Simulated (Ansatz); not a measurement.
# Gallium, fcc under LDA: structure, energy and stiffness

Aim: take gallium in the fcc structure, relax it, solve it on a dense k-mesh, switch on spin-orbit coupling, then scale the cell to 7 volumes from 88 to 112 % of the relaxed one and try a fit of the equation of state. The k-meshes are 13×13×13 for the relaxation; 22×22×22 for the dense run; 13×13×13 for spin-orbit coupling; 15×15×15 for the volumes.

Method: DFT LDA (PW92), plane waves (420 eV) with PAW, scalar-relativistic; PAW files made under PBE, frozen cores solved again for the functional, in Ansatz 0.2.0.

## (1) The structure to begin with

It takes space group Fm-3m (No. 225, cubic). The conventional cell has a = 4.280 Å, b = 4.280 Å, c = 4.280 Å, α = 90.00°, β = 90.00°, γ = 90.00°. Ga (site symmetry m-3m) is surrounded by 12 Ga at 3.03 Å.

Structure file:

```cif
data_structure
_symmetry_space_group_name_H-M 'Fm-3m'
_symmetry_Int_Tables_number 225
_cell_length_a 4.2796
_cell_length_b 4.2796
_cell_length_c 4.2796
_cell_angle_alpha 90.000
_cell_angle_beta 90.000
_cell_angle_gamma 90.000
_cell_volume 78.38
loop_
_atom_site_label
_atom_site_type_symbol
_atom_site_symmetry_multiplicity
_atom_site_Wyckoff_symbol
_atom_site_fract_x
_atom_site_fract_y
_atom_site_fract_z
_atom_site_occupancy
Ga1 Ga 4 a 0.00000 0.00000 0.00000 1
```

## (2) Relaxation of the cell

input.yaml

```yaml
crystal:
  lattice:
    - [0.0, 2.1397919757, 2.1397919757]
    - [2.1397919757, 0.0, 2.1397919757]
    - [2.1397919757, 2.1397919757, 0.0]
  atoms:
    - { symbol: Ga, position: [0.0, 0.0, 0.0] }
hamiltonian:
  xc: lda
  pseudopotentials:
    kind: paw
    azcp:
      Ga: "pseudopotentials/Ga.paw.azcp"
basis:
  ecutwfc: 420
  fft_grid_basis: typed
kpoints:
  mp_grid: { grid: [13, 13, 13], shift: [0, 0, 0] }
magnetization:
  spin_polarized: false
scf:
  occupations: { method: fermi_dirac, width: 0.1 }
relax:
  max_steps: 60
  f_tol: 0.01
  cell: {}
```

Further steps of the session: Single point on a dense mesh; With spin-orbit coupling; The cell scaled to 88 % of its volume; The cell scaled to 92 % of its volume; The cell scaled to 96 % of its volume; The cell scaled to 100 % of its volume; The cell scaled to 104 % of its volume; The cell scaled to 108 % of its volume; The cell scaled to 112 % of its volume.

Q: Predict the outcome of this session. Wanted: space group; conventional cell; volume; shortest distance; gap on the mesh; relative to alpha-Ga; V₀, B₀, B₀′.

The runs gave:

```
                      quantity                         value
space group (spins left aside)               Fm-3m (No. 225)
             conventional cell                   a = 4.096 Å
                        volume                17.186 Å³/atom
             shortest distance                       2.897 Å
               gap on the mesh  none (levels filled in part)
   relative to alpha-Ga (Cmce)                  +50 meV/atom
                   V₀, B₀, B₀′   17.046 Å³/atom, 67 GPa, 5.1
```

In words: The relaxation shrank the cell by 12.3 % in volume. It lies 50 meV/atom above the element's reference form at the same level (alpha-Ga (Cmce), from a run of its own). Levels at the Fermi energy are filled in part, as in a metal. The total energy of the spin-orbit run (on a coarser mesh) lies -71 meV/atom from the scalar one; mesh and treatment of the core enter this figure, so it is no spin-orbit energy. B₀ comes out at 67 GPa. Relaxation kept the symmetry; phonons were not checked.
